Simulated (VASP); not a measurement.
Input of a VASP 6.6.1 run:

Contents of INCAR:

```
PREC = Accurate
ENCUT = 520
EDIFF = 1E-6
ISMEAR = 0
SIGMA = 0.1
LREAL = F
LASPH = T
NELM = 100
ALGO = Normal
ISIF = 2
LWAVE = F
LCHARG = F
GGA = PE
IVDW = 12
NBANDS = 11
```

File KPOINTS:

```
regular mesh
0
Gamma
  8 8 8
```

The input POSCAR:

```
C
1.0
    0.0000000000      2.1270000000      3.3480000000
    1.2280000000      0.0000000000      3.3480000000
    1.2280000000      2.1270000000      0.0000000000
C
2
Direct
    0.1666700000      0.8333300000      0.1666700000
    0.8333300000      0.1666700000      0.8333300000
```

Potentials or basis: VASP PAW PBE potentials, release 64 (C).

Command:

```bash
$ cat potpaw_PBE.64/C/POTCAR > POTCAR
$ mpirun -np 1 vasp_std > vasp.out
```

Task: Estimate the largest force.

Result: 0.045 eV/Å.

Task: Estimate the dispersion energy per atom.

Result: -0.157 eV.

Stress tensor (GPa, compression positive):
```
5.44 0.00 0.00
0.00 5.63 0.00
0.00 0.00 0.40
```
